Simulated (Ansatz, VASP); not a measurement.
B: VASP beside Ansatz

```
B
1.0
     0.00000    1.43308    1.43308
     1.43308    0.00000    1.43308
     1.43308    1.43308    0.00000
B
1
Cartesian
  0.0000 0.0000 0.0000
```

Alike in both runs: functional PBE; k mesh 18 × 18 × 18; occupations fermi-dirac, width 0.1 eV; no spin polarisation.

Ansatz relaxed the structure, and its values are those at the end. VASP's run is a single point on that final structure, the one shown.

|  | VASP | Ansatz |
| --- | --- | --- |
| version | VASP 6.6.1 | Ansatz 0.2.0 |
| potentials or method | VASP PAW PBE potentials, release 64 (B) | plane waves (420 eV) with PAW, scalar-relativistic |
| plane-wave cutoff (eV) | 520 | 420 |
| valence electrons in the cell | 3 | 3 |

```tsv
	VASP	Ansatz	Ansatz less VASP
pressure (GPa)	0.0	0.0	-0.03
```
